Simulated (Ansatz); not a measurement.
GeO$_{2}$ (rutile)

```
CELL_PARAMETERS angstrom
      4.41054     0.00000     0.00000
      0.00000     4.41054     0.00000
      0.00000     0.00000     2.87016
ATOMIC_POSITIONS crystal
  Ge 0.00000 0.00000 0.00000
  Ge 0.50000 0.50000 0.50000
  O  0.30600 0.30600 0.00000
  O  0.80600 0.19400 0.50000
  O  0.19400 0.80600 0.50000
  O  0.69400 0.69400 0.00000
```

The volume is varied about the relaxed value V₀ at fixed cell shape. The atoms relax within the cell's symmetry.

Computed with r2SCAN (plane waves to 500 eV, PAW, scalar-relativistic; Ansatz, a program for electronic structure). k mesh 8×8×11 (Γ-centred), Fermi-Dirac smearing 0.05 eV. Compression counts positive. GeO2 was relaxed with its symmetry unable to fall.

At one point of the scan the stress tensor (GPa) is:

```
   16.9      0.0      0.0
    0.0     16.9      0.0
    0.0      0.0     22.0
```

**Question.** Which point is it?
(A) V/V₀ = 0.960
(B) V/V₀ = 0.900
(C) V/V₀ = 0.940
(D) V/V₀ = 0.980

**Answer.** C, V/V₀ = 0.940

(A scan under strain: stresses follow from slopes of the energy per volume, elastic moduli from its curvatures.)
